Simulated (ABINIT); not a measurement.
Mg: single point with PBE

The system is Mg.

```
Mg
1.0
     3.20930    0.00000    0.00000
    -1.60465    2.77934    0.00000
     0.00000    0.00000    5.21030
Mg
2
Direct
  0.67167 0.33858 0.75431
  0.33659 0.68100 0.24316
```

The cell isn't the ideal one: atoms moved at random, drawn with an rms of 0.05 Å.

```json
{"Program": "ABINIT 10.8.3 (patched build)", "Task": "single point", "Functional": "PBE", "Potentials or basis": "JTH PAW PBE v2.0", "Cutoff": "517 eV", "k mesh": "10 × 10 × 5", "Occupations": "fermi-dirac, width 0.05 eV", "Spin": "no spin polarisation"}
```

The pressure is -0.7 GPa. The largest force is 0.152 eV/Å and the band gap on the k mesh is none (metal or under the smearing width). The valence electrons inside the program's atomic spheres are Mg 8.21, 8.22 (radii [1.0063] Å).

Forces in eV/Å, atoms in the order of the input:
```
Mg  -0.012  0.019 -0.151
Mg   0.012 -0.019  0.151
```

Stress tensor (GPa, compression positive):
```
-1.16  0.04  0.02
 0.04 -1.01 -0.01
 0.02 -0.01  0.12
```

Levels at points of the mesh, in eV from the Fermi level:
| k point | band 8 | band 9 | band 10 | band 11 | band 12 | band 13 |
| --- | --- | --- | --- | --- | --- | --- |
| (0.00, 0.00, 0.00) | -42.75 | -6.91 | -1.68 | -1.27 | 10.84 | 10.85 |
| (0.50, 0.00, 0.00) | -42.76 | -2.15 | -2.14 | 2.62 | 2.99 | 3.22 |
| (0.00, 0.50, 0.00) | -42.76 | -2.15 | -2.15 | 2.63 | 2.98 | 3.24 |
| (0.50, 0.50, 0.00) | -42.76 | -2.15 | -2.14 | 2.61 | 3.01 | 3.20 |

It took 84 s on 1 thread of Arm Neoverse V1, with other jobs on the host, peak memory 0.2 GiB.
